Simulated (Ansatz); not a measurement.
# HfC: the cost of one run

Method: DFT PBE, scalar-relativistic, plane waves, PAW, in Ansatz 0.2.0.

1 further run of the same task is left out (it didn't finish).

## Step 1: The structure to begin with

The structure is hexagonal, space group P6_3/mmc (No. 194). Conventional cell: a = 3.343 Å, b = 3.343 Å, c = 5.203 Å, α = 90.00°, β = 90.00°, γ = 120.00°. Hf (site symmetry -6m2) has 6 C at 2.33 Å as nearest neighbours. C (site symmetry -3m) is surrounded by 6 Hf at 2.33 Å.

As a file:

```xyz
4
Lattice="3.3429 0.0000 0.0000 -1.6714 2.8950 0.0000 0.0000 0.0000 5.2027" Properties=species:S:1:pos:R:3 pbc="T T T"
Hf    1.6714    0.9650    3.9020
Hf    0.0000    1.9300    1.3007
C     0.0000    0.0000    0.0000
C     0.0000    0.0000    2.6014
```

The structure comes from the Materials Project (structure only).

## Step 2: The listed cell as it stands

The input, input.yaml:

```yaml
crystal:
  lattice:
    - [3.3428660531, 0.0, 0.0]
    - [-1.6714330265, 2.8950069234, 0.0]
    - [0.0, 0.0, 5.202714]
  atoms:
    - { symbol: Hf, position: [0.66666667, 0.33333333, 0.75] }
    - { symbol: Hf, position: [0.33333333, 0.66666667, 0.25] }
    - { symbol: C, position: [0.0, 0.0, 0.0] }
    - { symbol: C, position: [0.0, 0.0, 0.5] }
basis:
  ecutwfc: 420
kpoints:
  mp_grid: { grid: [15, 15, 8] }
hamiltonian:
  xc: pbe
scf:
  occupations: { method: gaussian, width: 0.1 }
output:
  forces: true
  stress: true
  eigenvalues: true
  populations: true
  write_density: true
  write_potential: true
  elf: true
  volumetric_format: npy
```

Launch:

```
ansatz run input.yaml --threads 1 --pin off --max-ram 1331MiB --backend cpu --events-out ev --progress --plain --runs-dir out
```

**Question.** How long does this run take on 1 thread of an x86-64 CPU, shared host, and how much memory does it need?

About 11 s, with a peak of 0.51 GiB.
